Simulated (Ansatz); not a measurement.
Crystal: Au.

```
CELL_PARAMETERS angstrom
-1.65727 1.65727 1.65727
1.65727 -1.65727 1.65727
1.65727 1.65727 -1.65727
ATOMIC_POSITIONS crystal
Au 0.00000 0.00000 0.00000
```

This isn't the form of Au at room conditions, which is fcc.

| Property | Result |
| --- | --- |
| Program | Ansatz 0.2.0 |
| Task | relaxation of cell and atoms |
| Functional | RPBE |
| Potentials or basis | Ansatz PAW |
| Cutoff | 420 eV (not typed: the program's choice for these potentials) |
| k mesh | 11 × 11 × 11 |
| Occupations | fermi-dirac, width 0.05 eV |
| Spin | no spin polarisation |

At the start: volume 18.21 Å³/atom.

**Question.** Where does the relaxation end?

**Answer.** It ends after 4 steps and the volume is 18.64 Å³/atom (+2.4 %); space group Im-3m (No. 229, to 0.05 Å).

The path:
```
step  energy change (eV)  largest force (eV/Å)  volume (Å³)
   1              0.0000                0.0000        18.21
   2             -0.0036                0.0000        18.67
   3             -0.0037                0.0000        18.64
   4             -0.0038                0.0000        18.64
```

Final structure:
```
Au
1.0
    -1.67019    1.67019    1.67019
     1.67019   -1.67019    1.67019
     1.67019    1.67019   -1.67019
Au
1
Direct
  0.00000 0.00000 0.00000
```

Caveat: the plane-wave basis is chosen anew once the cell has moved, so the energies of steps on either side of that aren't comparable; the PAW data sets come from PBE, with cores solved anew for the run's functional, which leaves a small shift of forces and pressure.
